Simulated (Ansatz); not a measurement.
The system is CdF2.

```
Cd F
1.0
     0.00000    2.69400    2.69400
     2.69400    0.00000    2.69400
     2.69400    2.69400    0.00000
Cd F
1 2
Direct
  0.00000 0.00000 0.00000
  0.75000 0.75000 0.75000
  0.25000 0.25000 0.25000
```

Base run:

- Program: Ansatz 0.2.0
- Functional: PBE
- Potentials or basis: Ansatz PAW
- Cutoff: 420 eV (not typed: the program's choice for these potentials)
- k mesh: 9 × 9 × 9
- Occupations: gaussian, width 0.05 eV
- Spin: no spin polarisation

Its results: band gap on the k mesh 3.13 eV, indirect (least direct gap 3.60 eV); pressure 5.5 GPa.

Question: The run is repeated on the same cell with these changes: functional from PBE to RPBE; dispersion from none to D3(BJ). What comes out?

Answer: Band gap on the k mesh 3.33 eV, indirect (least direct gap 3.81 eV); pressure 0.6 GPa.

Several settings changed at once, so the effect can't be laid on one alone.

Caveats: odd divisions of the mesh miss points on the zone boundary, where band edges often lie, so the gap on the mesh can be too wide; the PAW data sets come from PBE, with cores solved anew for the run's functional, which leaves a small shift of forces and pressure (some runs).

A k mesh can miss the band edges.
